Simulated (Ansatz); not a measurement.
**Calculated electrostatic potentials at the O nuclei for HfO₂ at a changed volume**

Cell: a structure deposited in the COD, relaxed with PBE at fixed cell and then changed (volume scaled by 0.99).

Space group P2_1/c (No. 14); a = 5.1009, b = 5.1684, c = 5.2664 Å, β = 99.35°.

| site | Wyckoff | site symmetry | x | y | z |
| --- | --- | --- | --- | --- | --- |
| Hf | 4e | 1 | 0.2767 | 0.0419 | 0.2081 |
| O5 | 4e | 1 | 0.4466 | 0.7584 | 0.4803 |
| O9 | 4e | 1 | 0.0726 | 0.3393 | 0.3389 |

One atom of each set is listed.

Level of theory: DFT, PBE, plane waves and PAW (field gradients read without the response of the frozen cores, which leaves them typically 4 to 6 % off), scalar-relativistic, 420 eV cutoff, Γ-centred 4×4×4 k-points, Fermi–Dirac smearing 0.02 eV (Ansatz 0.2.0).

The potential at a nucleus is that of all electrons and the other nuclei. A higher potential binds the core electrons more strongly, so differences between sites of one element are the initial-state part of core-level shifts.

(1) Rank the O sites by the potential at the nucleus, lowest first, and give each against the lowest.
A. O5: 4 Hf at 2.13–2.24 Å
B. O9: 3 Hf at 2.04–2.14 Å

## Answers

(1) B (0.00 V), A (0.51 V).

At this changed cell the PBE pressure is 8 GPa.
